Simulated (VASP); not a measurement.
VASP inputs for KTaO3 (strained measured structure)

INCAR

```
NSW = 0
ISIF = 2
LCHARG = .FALSE.
GGA = PE
PREC = Accurate
ENCUT = 520
ISMEAR = -1
LWAVE = .FALSE.
NELM = 120
NBANDS = 27
LASPH = .TRUE.
LREAL = .FALSE.
SIGMA = 0.02
EDIFF = 1E-7
IBRION = -1
```

KPOINTS

```
KPOINTS created by Atomic Simulation Environment
0
Gamma
6 6 6
0 0 0
```

KPOINTS_OPT

```
special points
4
Reciprocal
0.0000000000 0.0000000000 0.0000000000 1
0.0000000000 0.5000000000 0.0000000000 1
0.5000000000 0.5000000000 0.0000000000 1
0.5000000000 0.5000000000 0.5000000000 1
```

POSCAR

```
K  Ta O
 1.0000000000000000
     3.9901309586000000    0.0000000000000000    0.0000000000000000
     0.0000000000000000    3.9901309586000000    0.0000000000000000
     0.0000000000000000    0.0000000000000000    4.2020069124999999
 K   Ta  O
   1   1   3
Cartesian
  1.9950654793000000  1.9950654793000000  2.1010034562500000
  0.0000000000000000  0.0000000000000000  0.0000000000000000
  1.9950654793000000  0.0000000000000000  0.0000000000000000
  0.0000000000000000  1.9950654793000000  0.0000000000000000
  0.0000000000000000  0.0000000000000000  2.1010034562500000
```

VASP ran with the recommended PBE PAW datasets (38 valence electrons in the cell).

What does this run give?

gap between bands v and c 1.99 eV; least direct gap 2.57 eV; pressure -3.2 GPa.

Band v is the last that the valence electrons fill when counted band by band, and c is the next. Levels in eV from the top of v:

```
point    v−1      v     c   c+1
    Γ  -0.57  -0.57  1.99  1.99
    X  -0.89  -0.75  2.15  4.84
    M  -1.06  -0.12  4.87  4.87
    R   0.00   0.00  5.86  5.86
```
